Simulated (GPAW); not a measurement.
The system is Te2Mo.

```
Te Mo
1.0
     3.51820    0.00000    0.00000
    -1.75910    3.04685    0.00000
     0.00000    0.00000   13.97360
Te Mo
4 2
Direct
  0.66667 0.33333 0.37900
  0.33333 0.66667 0.87900
  0.66667 0.33333 0.12100
  0.33333 0.66667 0.62100
  0.66667 0.33333 0.75000
  0.33333 0.66667 0.25000
```

Base run:

```yaml
Program: GPAW 26.7.0
Functional: AM05
Potentials_or_basis: PAW data sets generated in the run's folder for this functional
Cutoff: 600 eV
Basis: pw
k_mesh: 5 × 5 × 2
Occupations: fermi-dirac, width 0.05 eV
Spin: spin-orbit coupling, no magnetisation
```

Its results: band gap on the k mesh 0.69 eV, indirect (least direct gap 1.20 eV); pressure -1.9 GPa; largest force 0.268 eV/Å.

Question: The run is repeated on the same cell with these changes: functional from AM05 to LDA; spin from spin-orbit coupling, no magnetisation to no spin polarisation. What comes out?

Answer: Band gap on the k mesh 0.68 eV, indirect (least direct gap 1.26 eV); pressure -3.8 GPa; largest force 0.391 eV/Å.

Several settings changed at once, so the effect can't be laid on one alone.

Caveats: spin-orbit coupling was added after a scalar SCF, so levels and gaps hold it while energy, forces, pressure and moments don't (some runs); this program's spin-orbit splittings come out too wide for heavy elements (some runs); this functional lacks dispersion, which binds the layers, so the pressure and a relaxed spacing across them are unreliable (some runs); spin-orbit coupling is left out, which moves the levels of the heavy elements (some runs).

Not every run made on this cell is shown here.
